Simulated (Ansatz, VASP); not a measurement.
# Two plane-wave programs on Bi

```
Bi
1.0
    -1.89585    1.89585    1.89585
     1.89585   -1.89585    1.89585
     1.89585    1.89585   -1.89585
Bi
1
Direct
  0.00000 0.00000 0.00000
```

Alike in both runs: functional r2SCAN; k mesh 16 × 16 × 16; occupations fermi-dirac, width 0.1 eV; no spin polarisation.

Ansatz relaxed the structure, and its values are those at the end. VASP's run is a single point on that final structure, the one shown.

|  | VASP | Ansatz |
| --- | --- | --- |
| version | VASP 6.6.1 | Ansatz 0.2.0 |
| potentials or method | VASP PAW PBE potentials, release 64 (Bi_d) | scalar-relativistic, plane waves, PAW |
| plane-wave cutoff (eV) | 520 | 500 |
| valence electrons in the cell | 15 | 15 |

|  | VASP | Ansatz | Ansatz less VASP |
| --- | --- | --- | --- |
| gap on the k mesh at the Fermi level (eV) | none | none | - |
| pressure (GPa) | 10.1 | 10.1 | +0.01 |

A gap of «none» marks a metal or a gap that the smearing closes.

Caveats: the PAW data sets were made with another functional, which shifts forces and pressure a little (VASP); spin-orbit coupling is left out, which moves the levels of the heavy elements.
